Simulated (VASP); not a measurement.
# Sc (Cmcm) in VASP: a series of runs

The runs below take Sc through single point, with PBE.

Everything below comes from runs of VASP 6.6.1. Logs are shortened: lines on timing, memory, paths and dates and some standing lists are left out, and cuts for length are marked.

### Step 1. The cell of the first run

It takes space group Cmcm (No. 63, orthorhombic). The conventional cell has a = 3.309 Å, b = 5.731 Å, c = 5.268 Å, α = 90.00°, β = 90.00°, γ = 90.00°. Sc (site symmetry m2m) is surrounded by 12 Sc at 3.23 to 3.31 Å.

### Step 2. Single point, PBE (one atom moved)

The input, INCAR:

```
SYSTEM = Sc
PREC = Accurate
ENCUT = 520
EDIFF = 1E-6
ISMEAR = 0
SIGMA = 0.1
LREAL = .FALSE.
LASPH = .TRUE.
NELM = 100
ALGO = Fast
ISIF = 2
LWAVE = .FALSE.
LCHARG = .FALSE.
GGA = PE
NBANDS = 18
```

The input, KPOINTS:

```
regular mesh
0
G
  12 12 8
  0 0 0
```

The input, POSCAR:

```
Sc
1.0
    3.3087978973      0.0000000000      0.0000000000
   -1.6543989486      2.8655030350      0.0000000000
    0.0000000000      0.0000000000      5.2680000000
Sc
2
Direct
    0.3411853578      0.6823707157      0.2500000000
    0.6666666667      0.3333333333      0.7500000000
```

Potentials or basis: VASP PAW PBE potentials, release 64 (Sc_sv).

The run is started by

```
> cat potpaw_PBE.64/Sc_sv/POTCAR > POTCAR
> mpirun -np 1 vasp_std > vasp.out
```

OUTCAR:

```text
SYSTEM = Sc
   PREC = Accurate
   ENCUT = 520
   EDIFF = 1E-6
   ISMEAR = 0
   LREAL = .FALSE.
   LASPH = .TRUE.
   NELM = 100
   ISIF = 2
   GGA = PE

 ion  position               nearest neighbor table
   1  0.341  0.682  0.250-   2 3.23   2 3.23   2 3.27   2 3.27   2 3.27   2 3.27
   2  0.667  0.333  0.750-   1 3.23   1 3.23   1 3.27   1 3.27   1 3.27   1 3.27

  LATTYP: Found a hexagonal cell.
 ALAT       =     3.3087978973
 C/A-ratio  =     1.5921190002

  Lattice vectors:

 A1 = (   3.3087978973,   0.0000000000,   0.0000000000)
 A2 = (  -1.6543989486,   2.8655030350,   0.0000000000)
 A3 = (   0.0000000000,   0.0000000000,   5.2680000000)

Analysis of symmetry for initial positions (statically):
=====================================================================
 Subroutine PRICEL returns:
 Original cell was already a primitive cell.

 Routine SETGRP: Setting up the symmetry group for a
 hexagonal supercell.

 Subroutine GETGRP returns: Found  8 space group operations
 (whereof  2 operations were pure point group operations)
 out of a pool of 24 trial point group operations.

The static configuration has the point symmetry C_1h.
 The point group associated with its full space group is D_2h.

Analysis of symmetry for dynamics (positions and initial velocities):
=====================================================================
 Subroutine PRICEL returns:
 Original cell was already a primitive cell.

 Routine SETGRP: Setting up the symmetry group for a
 hexagonal supercell.

 Subroutine GETGRP returns: Found  8 space group operations
 (whereof  2 operations were pure point group operations)
 out of a pool of 24 trial point group operations.

The dynamic configuration has the point symmetry C_1h.
 The point group associated with its full space group is D_2h.

 Subroutine INISYM returns: Found  8 space group operations
 (whereof  2 operations are pure point group operations),
 and found     1 'primitive' translations

----------------------------------------------------------------------------------------

                                     Primitive cell

  volume of cell :      49.9479

  direct lattice vectors                    reciprocal lattice vectors
     3.308797897  0.000000000  0.000000000     0.302224563  0.174489433  0.000000000
    -1.654398949  2.865503035  0.000000000     0.000000000  0.348978866  0.000000000
     0.000000000  0.000000000  5.268000000     0.000000000  0.000000000  0.189825361

  length of vectors
     3.308797897  3.308797897  5.268000000     0.348978866  0.348978866  0.189825361

[... 76 lines left out ...]
   LSORBIT =      F    spin-orbit coupling
   LASPH  =      T    aspherical Exc in radial PAW
   ENCUT  =  520.0 eV  38.22 Ry    6.18 a.u.   6.15  6.15  9.79*2*pi/ulx,y,z
   NELM   =    100;   NELMIN=  2; NELMDL= -5     # of ELM steps
   EDIFF  = 0.1E-05   stopping-criterion for ELM
   LREAL  =      F    real-space projection
[... 7 lines left out ...]
   TEBEG  =    0.0;   TEEND  =   0.0 temperature during run
   PSTRESS=    0.0 pullay stress
   NELECT =      22.0000    total number of electrons
   NUPDOWN=      -1.0000    fix difference up-down
   EMIN   =  10.00;   EMAX   =-10.00  energy-range for DOS
   EFERMI =   0.00;   METHOD = LEGACY
   ISMEAR =     0;   SIGMA  =   0.10  broadening in eV -4-tet -1-fermi 0-gaus
   EFERMI_NEDOS =   21; number of points for ismear=-14 and -15
   IALGO  =     68    algorithm
   IMIX   =      4    mixing-type and parameters
     AMIX     =   0.40;   BMIX     =  1.00
     AMIX_MAG =   1.60;   BMIX_MAG =  1.00
  volume/ion in A,a.u.               =      24.97       168.53
  Fermi-wavevector in a.u.,A,eV,Ry     =   1.245595  2.353833 21.109524  1.551506
  Thomas-Fermi vector in A             =   2.379810
   LORBIT       =      0    0 simple, 1 ext, 2 COOP (PROOUT), +10 PAW based schemes
   GGA     = PE    functional components
   LHFCALC =     F    Hartree Fock is set to
   AEXX    =    0.0000 exact exchange contribution
   IVDW    =     0    specifies the selected vdW correction
   LEPSILON=     F    determine dielectric tensor
   LRPA    =     F    only Hartree local field effects (RPA)
 non-spin polarized calculation
 RMM-DIIS sequential band-by-band and
 Gauss-broadening in eV      SIGMA  =   0.10
  energy-cutoff  :      520.00
  volume of cell :       49.95
 maximum number of plane-waves:      1363
 NGX is ok and might be reduce to    28
   NGX = 13   NGY = 13   NGZ = 19

 number of electron      22.0000001 magnetization

 Free energy of the ion-electron system (eV)
  ---------------------------------------------------
  ext. energy  EPLUGINS =         0.00000000
  ---------------------------------------------------
  free energy    TOTEN  =       -12.50235245 eV

  energy without entropy =      -12.48100926  energy(sigma->0) =      -12.49168085

 E-fermi :   3.6072     XC(G=0):  -9.8254

 val. band max:        3.6070173409   @ k =   0.4167   0.1667   0.3750
 cond. band min:       3.6093447669   @ k =   0.5000   0.4167   0.3750
 fundamental gap:      0.0023274260
 Fermi energy:         3.6072049423

 k-point     1 :       0.0000    0.0000    0.0000
  band No.  band energies     occupation
      1     -45.8490      2.00000
      2     -45.7872      2.00000
      3     -24.6561      2.00000
      4     -24.3354      2.00000
      5     -24.3286      2.00000
      6     -24.2772      2.00000
[... 481 lines left out ...]
      5     -24.4968      2.00000
      6     -24.4094      2.00000
[... 10 lines left out ...]
     17       7.1027      0.00000
     18       7.3661      0.00000

 [... further k-points ...]

------------------------ aborting loop because EDIFF is reached ----------------------------------------

  FORCE on cell =-STRESS in cart. coord.  units (eV):
  Direction    XX          YY          ZZ          XY          YZ          ZX
  --------------------------------------------------------------------------------------
  -------------------------------------------------------------------------------------
  Total       -0.0863793      0.0416116     -0.5482198      0.0000000     -0.0000000      0.0000000
  in kB       -2.7707883      1.3347749    -17.5852462      0.0000000     -0.0000000      0.0000000
  external PRESSURE =      -6.3404199 kB  Pullay stress =       0.0000000 kB

 VOLUME and BASIS-vectors are now :
 -----------------------------------------------------------------------------
  energy-cutoff  :      520.00
  volume of cell :       49.95
      direct lattice vectors                 reciprocal lattice vectors
     3.308797897  0.000000000  0.000000000     0.302224563  0.174489433  0.000000000
    -1.654398949  2.865503035  0.000000000     0.000000000  0.348978866  0.000000000
     0.000000000  0.000000000  5.268000000     0.000000000  0.000000000  0.189825361

 POSITION                                       TOTAL-FORCE (eV/Angst)
 -----------------------------------------------------------------------------------
     -0.00000      1.95534      1.31700        -0.000000     -0.061076      0.000000
      1.65440      0.95517      3.95100         0.000000      0.061076      0.000000
 -----------------------------------------------------------------------------------
    total drift:                               -0.000000      0.000006     -0.000000

  FREE ENERGIE OF THE ION-ELECTRON SYSTEM (eV)
  ---------------------------------------------------
  free  energy   TOTEN  =       -12.5023524471 eV

  energy  without entropy=      -12.4810092629  energy(sigma->0) =      -12.49168085
```

OSZICAR:

```text
N       E                     dE             d eps       ncg     rms          rms(c)
DAV:   1     0.359767334922E+03    0.35977E+03   -0.10909E+04  7748   0.129E+03
DAV:   2     0.617956898666E+01   -0.35359E+03   -0.34659E+03  9428   0.542E+02
DAV:   3    -0.135007235732E+02   -0.19680E+02   -0.18991E+02 12636   0.155E+02
DAV:   4    -0.139174040523E+02   -0.41668E+00   -0.41136E+00 11720   0.196E+01
DAV:   5    -0.139229633889E+02   -0.55593E-02   -0.55571E-02 13162   0.245E+00    0.751E+00
RMM:   6    -0.125861683901E+02    0.13368E+01   -0.18714E+00  8027   0.175E+01    0.260E+00
RMM:   7    -0.125221502097E+02    0.64018E-01   -0.34903E+00 10209   0.136E+01    0.145E+00
RMM:   8    -0.124930914011E+02    0.29059E-01   -0.20987E-01  8445   0.538E+00    0.533E-01
RMM:   9    -0.125004513556E+02   -0.73600E-02   -0.11988E-01 11108   0.202E+00    0.138E-01
RMM:  10    -0.125018081749E+02   -0.13568E-02   -0.20499E-02 11499   0.802E-01    0.593E-02
RMM:  11    -0.125021732088E+02   -0.36503E-03   -0.48829E-03 11988   0.447E-01    0.296E-02
RMM:  12    -0.125023040584E+02   -0.13085E-03   -0.14020E-03 12789   0.182E-01    0.563E-03
RMM:  13    -0.125023498543E+02   -0.45796E-04   -0.38890E-04 11559   0.828E-02    0.955E-03
RMM:  14    -0.125023497421E+02    0.11224E-06   -0.74608E-05 10422   0.473E-02    0.355E-03
RMM:  15    -0.125023521518E+02   -0.24097E-05   -0.25210E-05  9839   0.284E-02    0.156E-03
RMM:  16    -0.125023524471E+02   -0.29526E-06   -0.63538E-06  9154   0.172E-02
   1 F= -.12502352E+02 E0= -.12491681E+02  d E =-.213432E-01
```

stdout:

```text
POSCAR found type information on POSCAR Sc
 POSCAR found :  1 types and       2 ions
 scaLAPACK will be used
 LDA part: xc-table for (Slater+PW92), standard interpolation
 POSCAR, INCAR and KPOINTS ok, starting setup
 FFT: planning ... GRIDC
 FFT: planning ... GRID_SOFT
 FFT: planning ... GRID
 WAVECAR not read
 entering main loop
```

Wall time 2.9 min (1 thread of Intel Xeon Platinum 8375C at 2.90GHz (Ice Lake), shared host); peak memory 0.29 GiB.

Results:

```
Free energy            : -12.5024 eV
Pressure               : -0.6 GPa
Largest force          : 0.061 eV/Å
Band gap on the k mesh : none (metal or under the smearing width)
```

Forces in eV/Å, atoms in the order of the input:
```
Sc   0.000 -0.061  0.000
Sc   0.000  0.061  0.000
```

Levels at points of the mesh, in eV from the Fermi level:
| k point | band 8 | band 9 | band 10 | band 11 | band 12 | band 13 | band 14 | band 15 |
| --- | --- | --- | --- | --- | --- | --- | --- | --- |
| (0.00, 0.00, 0.00) | -27.87 | -5.11 | -1.66 | 0.43 | 1.58 | 1.61 | 1.70 | 1.98 |
| (0.50, 0.00, 0.00) | -27.93 | -1.60 | -1.03 | -0.70 | -0.30 | 1.26 | 1.40 | 1.77 |
| (0.00, 0.50, 0.00) | -27.93 | -1.56 | -1.05 | -0.63 | -0.28 | 1.11 | 1.42 | 1.72 |
| (0.00, 0.00, 0.50) | -27.91 | -3.62 | -3.62 | 0.89 | 0.89 | 1.52 | 1.52 | 1.55 |
| (0.50, 0.00, 0.50) | -27.97 | -1.45 | -1.45 | 0.02 | 0.02 | 1.26 | 1.26 | 2.38 |
| (0.00, 0.50, 0.50) | -27.96 | -1.47 | -1.47 | 0.08 | 0.08 | 1.20 | 1.20 | 2.39 |

### Step 3. Single point, PBE (Sc replaced by Al, lengths x 0.827, strained and moved within the space group)

The input, INCAR:

```
PREC     = Accurate       # precision mode
ENCUT    = 520            # plane-wave cutoff, eV
EDIFF    = 1E-6           # SCF threshold, eV
ISMEAR   = 0              # smearing method
SIGMA    = 0.1            # smearing width, eV
LREAL    = F              # projectors in reciprocal space
LASPH    = T              # aspherical terms in the spheres
NELM     = 100            # most SCF steps
ALGO     = Normal         # electronic algorithm
ISIF     = 2              # what is computed and relaxed
LWAVE    = F              # write WAVECAR
LCHARG   = T              # write CHGCAR
GGA      = PE             # functional
LELF     = T              # ELF
LVHAR    = T            
NBANDS   = 10             # bands
```

The input, KPOINTS:

```
regular mesh
0
Gamma
  18 18 10
```

The input, POSCAR:

```
Al
1.0
    2.7592566657      0.0000000000      0.0000000000
   -1.3796283328      2.3895863680      0.0000000000
    0.0000000000      0.0000000000      4.3277107755
Al
2
Direct
    0.3333333333      0.6666666667      0.2500000000
    0.6666666667      0.3333333333      0.7500000000
```

Potentials or basis: VASP PAW PBE potentials, release 64 (Al).

The run is started by

```
> cat potpaw_PBE.64/Al/POTCAR > POTCAR
> mpirun -np 1 vasp_std > vasp.out
```

Wall time 20 s (1 thread of Intel Xeon Platinum 8375C at 2.90GHz (Ice Lake), shared host); peak memory 0.18 GiB.

The run converged. Its results:

```
Free energy            : -7.2055 eV
Pressure               : 16.3 GPa
Band gap on the k mesh : none (metal or under the smearing width)
```

Stress tensor (GPa, compression positive):
```
14.40  0.00  0.00
 0.00 14.40  0.00
 0.00  0.00 20.02
```

Levels at points of the mesh, in eV from the Fermi level:
| k point | band 1 | band 2 | band 3 | band 4 | band 5 | band 6 | band 7 | band 8 |
| --- | --- | --- | --- | --- | --- | --- | --- | --- |
| (0.00, 0.00, 0.00) | -12.18 | -4.92 | -4.06 | 11.11 | 11.11 | 11.26 | 11.26 | 13.23 |
| (0.50, 0.00, 0.00) | -5.92 | -5.84 | 0.66 | 1.41 | 1.84 | 2.34 | 5.79 | 8.10 |
| (0.00, 0.00, 0.50) | -10.22 | -10.22 | 4.58 | 4.58 | 12.20 | 12.20 | 12.20 | 12.20 |
| (0.50, 0.00, 0.50) | -4.45 | -4.45 | -3.47 | -3.47 | 7.42 | 7.42 | 7.95 | 7.95 |

Caveat: so large a pressure means that the cell lies far from this level's equilibrium, or that cutoff or potentials fall short.

### Step 4. Single point, PBE (Sc replaced by Al, lengths x 0.827, strained and moved within the space group)

The input, INCAR:

```
SYSTEM = Al
  PREC = Accurate
  ENCUT = 520
  EDIFF = 1E-6
  ISMEAR = 0
  SIGMA = 0.1
  LREAL = .False.
  LASPH = .True.
  NELM = 100
  ALGO = Normal
  ISIF = 2
  LWAVE = .False.
  LCHARG = .False.
  GGA = PE
  NBANDS = 10
```

The input, KPOINTS:

```
regular mesh
0
Gamma
  9 9 4
  0 0 0
```

POSCAR is that of step 3.

Potentials or basis: VASP PAW PBE potentials, release 64 (Al).

The run is started by

```
> cat potpaw_PBE.64/Al/POTCAR > POTCAR
> mpirun -np 1 vasp_std > vasp.out
```

OUTCAR:

```text
SYSTEM = Al
   PREC = Accurate
   ENCUT = 520
   EDIFF = 1E-6
   ISMEAR = 0
   LREAL = .False.
   LASPH = .True.
   NELM = 100
   ISIF = 2
   GGA = PE

 ion  position               nearest neighbor table
   1  0.333  0.667  0.250-   2 2.69   2 2.69   2 2.69   2 2.69   2 2.69   2 2.69
   2  0.667  0.333  0.750-   1 2.69   1 2.69   1 2.69   1 2.69   1 2.69   1 2.69

  LATTYP: Found a hexagonal cell.
 ALAT       =     2.7592566657
 C/A-ratio  =     1.5684335674

  Lattice vectors:

[... 504 lines left out ...]

  FORCE on cell =-STRESS in cart. coord.  units (eV):
  Direction    XX          YY          ZZ          XY          YZ          ZX
  --------------------------------------------------------------------------------------
  -------------------------------------------------------------------------------------
  Total        2.6586526      2.6586526      3.5048363      0.0000000     -0.0000000      0.0000000
  in kB      149.2791374    149.2791374    196.7910139      0.0000000     -0.0000000      0.0000000
  external PRESSURE =     165.1164296 kB  Pullay stress =       0.0000000 kB

 VOLUME and BASIS-vectors are now :
 -----------------------------------------------------------------------------
  energy-cutoff  :      520.00
  volume of cell :       28.53
      direct lattice vectors                 reciprocal lattice vectors
     2.759256666  0.000000000  0.000000000     0.362416448  0.209241234  0.000000000
    -1.379628333  2.389586368  0.000000000     0.000000000  0.418482468  0.000000000
     0.000000000  0.000000000  4.327710775     0.000000000  0.000000000  0.231069046

 POSITION                                       TOTAL-FORCE (eV/Angst)
 -----------------------------------------------------------------------------------
     -0.00000      1.59306      1.08193        -0.000000      0.000000      0.000000
      1.37963      0.79653      3.24578         0.000000     -0.000000      0.000000
 -----------------------------------------------------------------------------------
    total drift:                               -0.000000      0.000000     -0.000000

  FREE ENERGIE OF THE ION-ELECTRON SYSTEM (eV)
  ---------------------------------------------------
  free  energy   TOTEN  =        -7.1881042838 eV

  energy  without entropy=       -7.1842305621  energy(sigma->0) =       -7.18616742
```

OSZICAR:

```text
N       E                     dE             d eps       ncg     rms          rms(c)
DAV:   1     0.534541353747E+00    0.53454E+00   -0.22982E+03   720   0.474E+02
DAV:   2    -0.706687003920E+01   -0.76014E+01   -0.71430E+01   944   0.564E+01
DAV:   3    -0.724525257680E+01   -0.17838E+00   -0.17060E+00   938   0.663E+00
DAV:   4    -0.724605919306E+01   -0.80662E-03   -0.80659E-03   864   0.532E-01
DAV:   5    -0.724606538668E+01   -0.61936E-05   -0.61951E-05   908   0.490E-02    0.222E+00
DAV:   6    -0.721200230285E+01    0.34063E-01   -0.22419E-03   830   0.259E-01    0.128E+00
DAV:   7    -0.718821699929E+01    0.23785E-01   -0.67285E-03   774   0.414E-01    0.205E-01
DAV:   8    -0.718810881727E+01    0.10818E-03   -0.10267E-04  1006   0.587E-02    0.841E-02
DAV:   9    -0.718810447437E+01    0.43429E-05   -0.27253E-06   822   0.927E-03    0.460E-03
DAV:  10    -0.718810428377E+01    0.19060E-06   -0.73388E-08   458   0.164E-03
   1 F= -.71881043E+01 E0= -.71861674E+01  d E =-.387372E-02
```

stdout:

```text
POSCAR found type information on POSCAR Al
 POSCAR found :  1 types and       2 ions
 scaLAPACK will be used
 LDA part: xc-table for (Slater+PW92), standard interpolation
 POSCAR, INCAR and KPOINTS ok, starting setup
 FFT: planning ... GRIDC
 FFT: planning ... GRID_SOFT
 FFT: planning ... GRID
 WAVECAR not read
 entering main loop
```

Wall time 4 s (1 thread of Intel Xeon Platinum 8375C at 2.90GHz (Ice Lake), shared host); peak memory 0.14 GiB.

What came out:

```
Free energy            : -7.1881 eV
Pressure               : 16.5 GPa
Band gap on the k mesh : none (metal or under the smearing width)
```

Levels at points of the mesh, in eV from the Fermi level:
| k point | band 1 | band 2 | band 3 | band 4 | band 5 | band 6 |
| --- | --- | --- | --- | --- | --- | --- |
| (0.00, 0.00, 0.00) | -12.27 | -5.01 | -4.14 | 11.03 | 11.03 | 11.18 |
| (0.00, 0.00, 0.50) | -10.31 | -10.31 | 4.50 | 4.50 | 12.11 | 12.11 |

Caveat: the k mesh is coarse (spacing up to 0.36 Å⁻¹), so the values aren't converged; so large a pressure means that the cell lies far from this level's equilibrium, or that cutoff or potentials fall short.

### Step 5. Overview

```tsv
potentials or basis	cell	k mesh	mesh quality	gap on the mesh (eV)	pressure (GPa)
VASP PAW PBE potentials, release 64 (Sc_sv)	one atom moved	12 × 12 × 8	not flagged	none	-0.6
VASP PAW PBE potentials, release 64 (Al)	Sc replaced by Al, lengths x 0.827, strained and moved within the space group	18 × 18 × 10	not flagged	none	16.3
VASP PAW PBE potentials, release 64 (Al)	Sc replaced by Al, lengths x 0.827, strained and moved within the space group	9 × 9 × 4	coarse	none	16.5
```

Alike in all rows: task single point; level PBE; no spin polarisation; cutoff (eV) 520; smearing gaussian 0.1 eV.

Caveats: some runs use coarse meshes; so large a pressure means that the cell lies far from this level's equilibrium, or that cutoff or potentials fall short (some runs).

Total energies depend on the potentials used, so only differences within one code and one set of settings carry meaning.
